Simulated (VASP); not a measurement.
A run of VASP 6.6.1 is set up as follows.

File INCAR:

```
AGGAC    = 0.0          
ALGO     = Normal         # electronic algorithm
EDIFF    = 1E-7           # SCF threshold, eV
EDIFFG   = -0.005         # ionic threshold
ENCUT    = 600            # plane-wave cutoff, eV
GGA      = MK             # functional
IBRION   = 2              # ionic algorithm
ISIF     = 3              # what is computed and relaxed
ISMEAR   = 1              # smearing method
LASPH    = T              # aspherical terms in the spheres
LCHARG   = F              # write CHGCAR
LREAL    = F              # projectors in reciprocal space
LUSE_VDW = T            
LWAVE    = F              # write WAVECAR
NELM     = 80             # most SCF steps
NSW      = 90             # ionic steps
PARAM1   = 0.1234       
PARAM2   = 0.711357     
PREC     = Accurate       # precision mode
SIGMA    = 0.1            # smearing width, eV
ZAB_VDW  = -1.8867
```

File KPOINTS:

```
k-points
0
Gamma
  16 16 16
```

The input POSCAR:

```
Al                                      
1.0
    0.0000000000      2.0174025929      2.0174025929
    2.0174025929     -0.0000000000      2.0174025929
    2.0174025929      2.0174025929      0.0000000000
  Al            
     1
Direct
     1.0000000000000000    1.0000000000000000    1.0000000000000000
```

Potentials or basis: VASP PAW PBE potentials, release 64 (Al).

Run with:

```bash
$ cat potpaw_PBE.64/Al/POTCAR > POTCAR
$ mpirun -np 1 vasp_std > vasp.out
```

Question: What does it give for the space group after relaxing (to 0.05 Å)?

Answer: Fm-3m (No. 225).

Question: Predict the band gap on the k mesh.

Answer: None (metal or under the smearing width).

Question: Predict the relaxed cell.

Answer: a = 2.854 Å, b = 2.854 Å, c = 2.854 Å, α = 60.00°, β = 60.00°, γ = 60.00°.

Final structure:
```cif
data_structure
_symmetry_space_group_name_H-M 'P 1'
_symmetry_Int_Tables_number 1
_cell_length_a 2.8544
_cell_length_b 2.8544
_cell_length_c 2.8544
_cell_angle_alpha 60.000
_cell_angle_beta 60.000
_cell_angle_gamma 60.000
_cell_volume 16.45
loop_
_atom_site_label
_atom_site_type_symbol
_atom_site_fract_x
_atom_site_fract_y
_atom_site_fract_z
_atom_site_occupancy
Al1 Al 0.00000 0.00000 0.00000 1
```
